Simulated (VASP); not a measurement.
Crystal: CuCl (Nantokite).

```
Cu Cl
1.0
     0.00000    2.64977    2.64977
     2.64977    0.00000    2.64977
     2.64977    2.64977    0.00000
Cu Cl
1 1
Direct
  0.00000 0.00000 0.00000
  0.25000 0.25000 0.25000
```

Base run:

| Quantity | Value |
| --- | --- |
| Program | VASP 6.6.1 |
| Functional | PBE |
| Potentials or basis | VASP PAW PBE potentials, release 64 (Cu, Cl) |
| Cutoff | 520 eV |
| k mesh | 6 × 6 × 6 |
| Occupations | gaussian, width 0.03 eV |
| Spin | no spin polarisation |

Its results: band gap on the k mesh 0.67 eV, direct; pressure 4.2 GPa.

The run is repeated on the same cell with these changes: functional from PBE to PBE-EpsX. What comes out?

Band gap on the k mesh 2.51 eV, direct; pressure 4.2 GPa.

PBE-EpsX gives the wider gap, since exact exchange removes part of the self-interaction.

Caveats: the PAW data sets were made with another functional, which shifts forces and pressure a little (some runs).
